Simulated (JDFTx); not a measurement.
The system is Fe.

```
CELL_PARAMETERS angstrom
-1.44300 1.44300 1.44300
1.44300 -1.44300 1.44300
1.44300 1.44300 -1.44300
ATOMIC_POSITIONS crystal
Fe 0.00000 0.00000 0.00000
```

| Quantity | Value |
| --- | --- |
| Program | JDFTx 1.7.0 (patched build) |
| Task | relaxation of cell and atoms |
| Functional | PBE |
| Potentials or basis | PseudoDojo-SR-PBE-0.5-standard with smoothed tails |
| Cutoff | 1225 eV |
| Density cutoff | 4898 eV |
| k mesh | 8 × 8 × 8 |
| Occupations | fermi-dirac, width 0.05 eV |
| Spin | collinear spin, ferromagnetic start |
| Starting moments | [3.0] μB |

At the start: pressure -5.2 GPa; volume 12.02 Å³/atom.

Where does the relaxation end?

Over 5 steps the energy falls by 7.2 meV/atom and the volume is 11.59 Å³/atom (-3.5 %); space group Im-3m (No. 229, to 0.05 Å); moment 2.38 μB per cell.

The path:
```csv
step,energy change (eV),largest force (eV/Å),pressure (GPa),volume (Å³)
1,0.0000,0.0000,-5.18,12.02
2,-0.0024,0.0000,-4.26,11.94
3,-0.0072,0.0000,0.03,11.59
4,-0.0072,0.0000,0.00,11.59
5,-0.0072,0.0000,0.00,11.59
```

Final structure:
```
Fe
1.0
    -1.42579    1.42579    1.42579
     1.42579   -1.42579    1.42579
     1.42579    1.42579   -1.42579
Fe
1
Direct
  0.00000 0.00000 0.00000
```

Caveat: the k mesh is coarse (spacing up to 0.38 Å⁻¹), so the values aren't converged.
